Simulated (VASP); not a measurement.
A run of VASP 6.6.1 is set up as follows.

The input INCAR:

```
ALGO = Normal
EDIFF = 1E-6
ENCUT = 520
GGA = PS
ISIF = 2
ISMEAR = 0
LASPH = True
LCHARG = False
LREAL = False
LWAVE = False
NBANDS = 11
NELM = 80
PREC = Accurate
SIGMA = 0.1
```

Contents of KPOINTS:

```
k-points
0
Gamma
  9 9 6
```

The input POSCAR:

```
MgO
1.0
    2.9380209034      0.0000000000      0.0000000000
   -1.4690104517      2.5444007392      0.0000000000
    0.0000000000      0.0000000000      2.6796800000
Mg O
1 1
Direct
    0.0000000000      0.0000000000      0.0000000000
    0.3333333300      0.6666666700      0.5000000000
```

Potentials or basis: VASP PAW PBE potentials, release 64 (Mg, O).

The run is started by

```sh
$ cat potpaw_PBE.64/Mg/POTCAR potpaw_PBE.64/O/POTCAR > POTCAR
$ mpirun -np 1 vasp_std > vasp.out
```

Q: What does it give for the pressure?

A: -4.4 GPa.

Q: Estimate the band gap on the k mesh.

A: 2.92 eV, indirect (least direct gap 3.33 eV).

Stress tensor (GPa, compression positive):
```
-4.27  0.00  0.00
 0.00 -4.27  0.00
 0.00  0.00 -4.52
```

Caveat: the PAW data sets were made with another functional, which shifts forces and pressure a little; an odd mesh through Γ misses points on the zone boundary, where band edges often lie. A hybrid or GW would open this gap; PBEsol tends to underestimate it.
